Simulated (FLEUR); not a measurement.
A run of FLEUR MaX-R8.1 (patched build s14) is set up as follows.

Contents of inp.xml:

```xml
<?xml version="1.0" encoding="UTF-8" standalone="no"?>
<fleurInput fleurInputVersion="0.39">
   <comment>
      YN                                                                                                  
   </comment>
   <calculationSetup>
      <cutoffs Kmax="4.05" Gmax="12.5" GmaxXC="12.5" numbands="0"/>
      <scfLoop itmax="60" minDistance="0.00001" maxIterBroyd="15" imix="Anderson" alpha="0.05" precondParam="0.0" spinf="2.0"/>
      <coreElectrons ctail="T" frcor="F" kcrel="0" coretail_lmax="0"/>
      <xcFunctional name="wc" relativisticCorrections="F"/>
      <magnetism jspins="2"/>
      <soc l_soc="F" theta="0.0" phi="0.0" spav="F"/>
      <expertModes spex="0" secvar="F"/>
      <geometryOptimization l_f="F" forcealpha="1.0" forcemix="BFGS" epsdisp="0.00001" epsforce="0.00001"/>
      <ldaU l_linMix="F" mixParam="0.05" spinf="1.0"/>
   </calculationSetup>
   <cell>
      <bzIntegration valenceElectrons="16.0" mode="hist" fermiSmearingEnergy="0.00073499">
         <kPointListSelection listName="default-1"/>
         <!-- k-points included here -->
         <xi:include xmlns:xi="http://www.w3.org/2001/XInclude" href="kpts.xml"> </xi:include>
      </bzIntegration>
      <!-- symmetry operations included here -->
      <xi:include xmlns:xi="http://www.w3.org/2001/XInclude" href="sym.xml"> </xi:include>
      <bulkLattice scale="1.0">
         <bravaisMatrix>
            <row-1>    0.0000000000000000     4.6080971548370995     4.6080971548370995</row-1>
            <row-2>    4.6080971548370995     0.0000000000000000     4.6080971548370995</row-2>
            <row-3>    4.6080971548370995     4.6080971548370995     0.0000000000000000</row-3>
         </bravaisMatrix>
      </bulkLattice>
   </cell>
   <atomSpecies>
      <species name="Yttrium (Y.501" element="Y" atomicNumber="39">
         <mtSphere radius="2.59" gridPoints="857" logIncrement="0.015"/>
         <atomicCutoffs lmax="10" lnonsphr="8"/>
         <electronConfig flipSpins="F">
            <coreConfig>(1s1/2) (2s1/2) (2p1/2) (2p3/2) (3s1/2) (3p1/2) (3p3/2) (3d3/2) (3d5/2)</coreConfig>
            <valenceConfig>(4s1/2) (4p1/2) (4p3/2) (5s1/2) (4d3/2) (4d5/2)</valenceConfig>
            <stateOccupation state="(4d3/2)" spinUp="0.2" spinDown="0.2"/>
            <stateOccupation state="(4d5/2)" spinUp="0.5505" spinDown="0.0495"/>
         </electronConfig>
         <energyParameters s="5" p="5" d="4" f="4"/>
         <lo type="SCLO" l="0" n="4" eDeriv="0"/>
         <lo type="SCLO" l="1" n="4" eDeriv="0"/>
         <lo type="SCLO" l="1" n="4" eDeriv="1"/>
         <lo type="SCLO" l="2" n="4" eDeriv="2"/>
         <lo type="SCLO" l="3" n="4" eDeriv="2"/>
      </species>
      <species name="Nitrogen (N)" element="N" atomicNumber="7">
         <mtSphere radius="1.68" gridPoints="555" logIncrement="0.019"/>
         <atomicCutoffs lmax="7" lnonsphr="5"/>
         <electronConfig flipSpins="F">
            <coreConfig>(1s1/2)</coreConfig>
            <valenceConfig>(2s1/2) (2p1/2) (2p3/2)</valenceConfig>
            <stateOccupation state="(2p1/2)" spinUp="0.500000" spinDown="0.500000"/>
            <stateOccupation state="(2p3/2)" spinUp="1.000000" spinDown="1.000000"/>
         </electronConfig>
         <energyParameters s="2" p="2" d="3" f="4"/>
         <lo type="SCLO" l="0" n="2" eDeriv="2"/>
         <lo type="SCLO" l="1" n="2" eDeriv="2"/>
         <lo type="SCLO" l="2" n="3" eDeriv="2"/>
      </species>
   </atomSpecies>
   <atomGroups>
      <atomGroup species="Yttrium (Y.501">
         <relPos label="                   1">.0000000000 .0000000000 .0000000000</relPos>
         <force calculate="T" relaxXYZ="TTT"/>
      </atomGroup>
      <atomGroup species="Nitrogen (N)">
         <relPos label="                   2">1.000/2.000 1.000/2.000 1.000/2.000</relPos>
         <force calculate="T" relaxXYZ="TTT"/>
      </atomGroup>
   </atomGroups>
   <output dos="F" band="F" slice="F">
      <checks vchk="F" cdinf="F"/>
      <bandDOS minEnergy="-.5*Htr" maxEnergy="0.5*Htr" sigma="0.015" storeEVData="T"/>
      <vacuumDOS vacdos="F" integ="F" star="F" nstars="0" locx1="0.0" locy1="0.0" locx2="0.0" locy2="0.0" nstm="0" tworkf="0.0"/>
      <unfoldingBand unfoldBand="F" supercellX="1" supercellY="1" supercellZ="1"/>
      <plotting iplot="0" polar="F">
         <plot TwoD="T" vec1="  1.0  0.0  0.0" vec2="  0.0  1.0  0.0" vec3="  0.0  0.0  1.0" zero="  0.0  0.0  0.0" file="plot"/>
      </plotting>
      <chargeDensitySlicing numkpt="0" minEigenval="0.0" maxEigenval="0.0" nnne="0" pallst="F"/>
      <specialOutput eonly="F"/>
      <magneticCircularDichroism mcd="F" energyLo="-10.0" energyUp="0.0"/>
   </output>
  <!-- We include the file relax.xml here to enable relaxations (see documentation) -->
  <xi:include xmlns:xi="http://www.w3.org/2001/XInclude" href="relax.xml"> <xi:fallback/> </xi:include>
</fleurInput>
```

crystal.txt

```
YN
&input cartesian=F /
0.0000000000  2.4385000000  2.4385000000
2.4385000000  0.0000000000  2.4385000000
2.4385000000  2.4385000000  0.0000000000
1.8897261246
1.0 1.0 1.0

2
39 0.0000000000  0.0000000000  0.0000000000 : 0.501
7 0.5000000000  0.5000000000  0.5000000000

&kpt div1=9 div2=9 div3=9 gamma=T /
```

Potentials or basis: all-electron, FLAPW.

Launch:

```bash
$ inpgen -f crystal.txt -profile fastHighL
$ # inp.xml edited to the form shown
$ fleur
```

**Question.** What does it give for the net moment?

**Answer.** 0.00 μB per cell.

**Question.** Estimate the band gap on the k mesh.

**Answer.** 0.17 eV, indirect (least direct gap 0.57 eV).

Core levels (eV from the Fermi level):
```tsv
atom	levels
1 Y	1s1/2 -16849.6, 2s1/2 -2302.0, 2p1/2 -2101.3, 2p3/2 -2024.5, 3s1/2 -360.9, 3p1/2 -287.0, 3p3/2 -275.0, 3d3/2 -144.9, 3d5/2 -142.7
2 N	1s1/2 -374.2
```

Caveat: an odd mesh through Γ misses points on the zone boundary, where band edges often lie.
